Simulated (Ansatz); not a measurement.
Cu: relaxation of cell and atoms with PBEsol

Crystal: Cu.

```
Cu
1.0
     1.21846   -3.97638    0.00000
     1.21846    3.97638    0.00000
     0.00000    0.00000    2.47550
Cu
2
Direct
  0.86613 0.13387 0.75000
  0.13387 0.86613 0.25000
```

This isn't the form of Cu at room conditions, which is fcc.

```yaml
Program: Ansatz 0.2.0
Task: relaxation of cell and atoms
Functional: PBEsol
Potentials_or_basis: Ansatz PAW
Cutoff: "420 eV (not typed: the program's choice for these potentials)"
k_mesh: 11 × 11 × 11
Occupations: fermi-dirac, width 0.05 eV
Spin: no spin polarisation
Target_pressure: 5 GPa
Target_pressure_GPa: 5
```

```yaml
Relaxed_volume: 11.51 Å³/atom
Relaxed_cell: a = 4.091 Å, b = 4.091 Å, c = 2.450 Å, α = 90.00°, β = 90.00°, γ = 145.84°
Space_group_after_relaxing_to_0.05_Å: Cmcm (No. 63)
Energy_change_on_relaxing_the_enthalpy_is_what_falls: +4.8 meV/atom
Ionic_steps: 5
Pressure_after_relaxing: 5.0 GPa
Band_gap_on_the_k_mesh: none (metal or under the smearing width)
```

The path:
| step | energy change (eV) | largest force (eV/Å) | volume (Å³) |
| --- | --- | --- | --- |
| 1 | 0.0000 | 0.0046 | 23.99 |
| 2 | -0.0003 | 0.0049 | 23.48 |
| 3 | 0.0100 | 0.0009 | 22.98 |
| 4 | 0.0087 | 0.0002 | 23.02 |
| 5 | 0.0095 | 0.0000 | 23.02 |

Final structure:
```
Cu
1.0
     1.20149   -3.91084    0.00000
     1.20149    3.91084    0.00000
     0.00000    0.00000    2.44972
Cu
2
Direct
  0.86645 0.13355 0.75000
  0.13355 0.86645 0.25000
```

Levels at points of the mesh, in eV from the Fermi level:
```tsv
k point	band 15	band 16	band 17	band 18	band 19	band 20	band 21	band 22	band 23
(0.00, 0.00, 0.00)	-2.38	-2.06	-1.84	-1.70	-1.42	-0.18	5.08	14.85	18.82
```

Run time: 20 s on 2 threads of Arm Neoverse V1, on a shared host, peak memory 0.39 GiB.

Caveat: the plane-wave basis is chosen anew once the cell has moved, so the energies of steps on either side of that aren't comparable; the PAW data sets come from PBE, with cores solved anew for the run's functional, which leaves a small shift of forces and pressure.
